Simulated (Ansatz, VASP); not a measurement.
**As: VASP beside Ansatz**

```xyz
1
Lattice="-1.6715 1.6715 1.7092 1.6715 -1.6715 1.7092 1.6715 1.6715 -1.7092" Properties=species:S:1:pos:R:3 pbc="T T T"
As    0.0000    0.0000    0.0000
```

Change from the starting cell: z stretched by +1.5 % at fixed volume.

Alike in both runs: task single point; functional PBE; k mesh 16 × 16 × 16; occupations fermi-dirac, width 0.05 eV; no spin polarisation.

```csv
,VASP,Ansatz
version,VASP 6.6.1,Ansatz 0.2.0
potentials or method,"VASP PAW PBE potentials, release 64 (As), cutoff 520 eV","all-electron LAPW, scalar-relativistic"
```

|  | VASP | Ansatz | Ansatz less VASP |
| --- | --- | --- | --- |
| pressure (GPa) | 0.0 | 0.0 | -0.05 |
| largest component of the traceless stress (GPa) | 0.57 | 0.57 | +0.001 |

Ansatz ran all-electron here, so the differences hold the error of VASP's frozen core and of both bases.
